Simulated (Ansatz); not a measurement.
The cell comes from COD entry 9008517, which wasn't checked; take it as a given geometry.

An input for Ti: DFT, PBE, all-electron LAPW, scalar-relativistic (Ansatz 0.2.0).

```yaml
crystal:
  lattice:
    - [2.9499978604, 0.0, 0.0]
    - [-1.4749989302, 2.5547730882, 0.0]
    - [0.0, 0.0, 4.686]
  atoms:
    - { symbol: Ti, position: [0.3333333333, 0.6666666667, 0.25] }
    - { symbol: Ti, position: [0.6666666667, 0.3333333333, 0.75] }
kpoints:
  mp_grid: { grid: [14, 14, 8] }
scf:
  occupations: { method: fermi_dirac, width: 0.28 }
hamiltonian:
  xc: pbe
  pseudopotentials: { kind: all_electron, lapw: { basis_error: 0.00025 } }
output:
  forces: true
  stress: true
  eigenvalues: true
```

The results part of the log:

```
SCF 1 converged in 7 iterations: F = -46467.012290 eV  dr2 = 4.61e-11
SCF converged after 7 iterations
Free energy (F): -46467.012290 eV
Harris-Foulkes:  -46467.012290 eV  (|F-HF|=7.28e-11)
Internal energy: -46466.230940 eV  (E = F + TS)
E sigma→0 (E₀):  -46466.621615 eV
Entropy (-TS):   -0.781351 eV (-390.675 meV/atom)
Fermi energy:    13.470030 eV
--- Per-component energies (eV) ---
  E_band       = -310.047491
  E_kinetic    = 46915.101415
  E_xc         = -2295.818881
  E_electrostatic = -91085.513474  (all electrons and nuclei)
  E_smearing   = -0.781351  (= −TS)
  E_closure    = 0.000000  (closes the sum)
  E_atoms      = -46453.242101  (free atoms, spherical and without spin; not in F)
  Σ components = -46467.012290   (vs F -46467.012290, Δ=0.00e0)
  Basis errors (estimates in eV, not in F): energy 2.9e-5 per atom: plane waves 1.8e-5 (9.3e-6 summed), levels above the bands 1.7e-20, relativity 2.7e-9, radial functions 1.1e-5, core shells 2.3e-8; eigenvalues (radial functions only) 7.9e-7; not estimated: angular momenta, meshes, grids; target (lapw.basis_error) 2.5e-4; muffin-tin radii Ti 1.448 Å
--- Forces (eV/Å), atoms counted from 1 ---
  atom   1  Ti     0.00000000    -0.00000000     0.00000000
  atom   2  Ti     0.00000000     0.00000000     0.00000000
  max |Σ_I F_I| component: 1.85e-17 eV/Å
--- Stress (GPa, compression-positive) ---
        0.087690      -0.000000       0.000000
        0.000000       0.087690       0.000000
        0.000000       0.000000       0.825773
  P = ⅓ Tr σ = 0.3337 GPa (3.337 kbar)
--- Band table (eV; the first three rows and the last of 120) ---
  k-point 0: bands = ["-43.2403", "-43.1122", "-19.8041", "-19.2323", "-19.2323", "-19.1372", "-19.1372", "-19.1295", "7.3825", "10.9034", "14.2371", "14.3293", "14.3293", "14.4527", "14.8137", "14.8137", "15.2036", "15.2036", "16.6971", "16.6971", "21.6728", "28.0223", "30.6335", "30.7509"]
  k-point 1: bands = ["-43.2355", "-43.1171", "-19.7793", "-19.2287", "-19.2287", "-19.1562", "-19.1408", "-19.1408", "7.5119", "10.8275", "14.0320", "14.2726", "14.2726", "14.3809", "14.7455", "14.7455", "15.3426", "15.3426", "16.7028", "16.7028", "22.1502", "27.8639", "30.3009", "30.7934"]
  k-point 2: bands = ["-43.2217", "-43.1312", "-19.7086", "-19.2317", "-19.2184", "-19.2184", "-19.1512", "-19.1512", "7.8890", "10.5350", "13.6749", "14.1831", "14.1912", "14.1912", "14.5800", "14.5800", "15.6572", "15.6572", "16.6821", "16.6821", "23.3688", "27.5756", "29.6154", "30.4634"]
  k-point 119: bands = ["-43.0998", "-43.0998", "-19.6568", "-19.6568", "-19.4828", "-19.4828", "-19.2383", "-19.2383", "12.1332", "12.1332", "12.7214", "12.7214", "13.3006", "13.3006", "15.2278", "15.2278", "16.7252", "16.7252", "19.9008", "19.9008", "21.8505", "21.8505", "23.0846", "23.0846"]
```
